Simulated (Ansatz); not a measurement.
A series in volume per atom on P

Equation of state of a cubic crystal from periodic Kohn-Sham density functional theory without spin; pressure corrected for the finite basis. The results are calculated, by Ansatz 0.2.0 development build.

Cell of the first row (space group Fd-3m, No. 227):
```
CELL_PARAMETERS angstrom
0.00000 2.66780 2.66780
2.66780 0.00000 2.66780
2.66780 2.66780 0.00000
ATOMIC_POSITIONS crystal
P 0.00000 0.00000 0.00000
P 0.25000 0.25000 0.25000
```

Settings of every row: formula P; structure type diamond; functional r2SCAN; spin treatment none; k mesh 11x11x11; occupation method fermi-dirac; occupation width 0.1 eV; wave cutoff 500 eV; datasets soft-1 PAW; density cutoff ratio 4.

Limits: a cubic model structure, not a phase known at ambient conditions.

```
row  volume per atom (Å³)  energy above lowest point (meV/atom)  pressure (GPa)
  1                18.988                                  7.71           2.623
  2                19.607                                     ?               ?
  3                20.226                                     0          -0.471
  4                20.845                                  4.27          -1.713
  5                21.465                                 13.06          -2.816
```

Question: what energy above lowest point and pressure should row 2 give?

Worked fit of energy above lowest point. Take u = (V_r/V)^(2/3) − 1 with V_r = 20.535 Å³ an atom, which is twice the finite (Eulerian) strain; such expansions in the strain, on which the Birch-Murnaghan equation of state is built, carry the rest volume and the bulk modulus. The shown rows have u = 0.0536, 0.01016, -0.00994, -0.0291. Least squares give energy above lowest point = 1.538 − 215.87 × u + 6176.5 × u² meV/atom; a straight line predicts inner rows, each left out in turn, worse (root mean square 6.4 against 0.05 meV/atom). The rows lie off it by 0.00, 0.02, -0.02, 0.01. Its lowest point lies at u = 0.0175, or V = 20.01 Å³ an atom, and the curvature there gives the bulk modulus at fixed shape and fractions, B = (4/9)(1 + u)² E″(u)/V = 45.5 GPa. The withheld row has u = 0.03131, so the fit gives 1.538 − 215.87 × (0.03131) + 6176.5 × (0.03131)² = 0.83 meV/atom.

The calculation gave 0.88 meV/atom. The fit lies 0.05 meV/atom (5.7 % of the value, 0.38 % of the column's range) below it; its largest miss of a shown row is 0.02 meV/atom.

Worked fit of pressure. Take u = (V_r/V)^(2/3) − 1 with V_r = 20.535 Å³ an atom, which is twice the finite (Eulerian) strain; such expansions in the strain, on which the Birch-Murnaghan equation of state is built, carry the rest volume and the bulk modulus. The shown rows have u = 0.0536, 0.01016, -0.00994, -0.0291. Least squares give pressure = −1.1137 + 62.377 × u + 136.63 × u² GPa; a straight line predicts inner rows, each left out in turn, worse (root mean square 0.14 against 0.015 GPa). The rows lie off it by 0.001, -0.005, 0.007, -0.003 (root mean square 0.0046 GPa). The pressure vanishes at u = 0.0172, or V = 20.02 Å³ an atom, and there the bulk modulus at fixed shape and fractions is B = −V dP/dV = (2/3)(1 + u) dP/du = 45.5 GPa. The withheld row has u = 0.03131, so the fit gives −1.1137 + 62.377 × (0.03131) + 136.63 × (0.03131)² = 0.973 GPa.

The calculation gave 0.96 GPa. The fit lies 0.013 GPa (1.4 % of the value, 0.24 % of the column's range) above it; its largest miss of a shown row is 0.007 GPa.
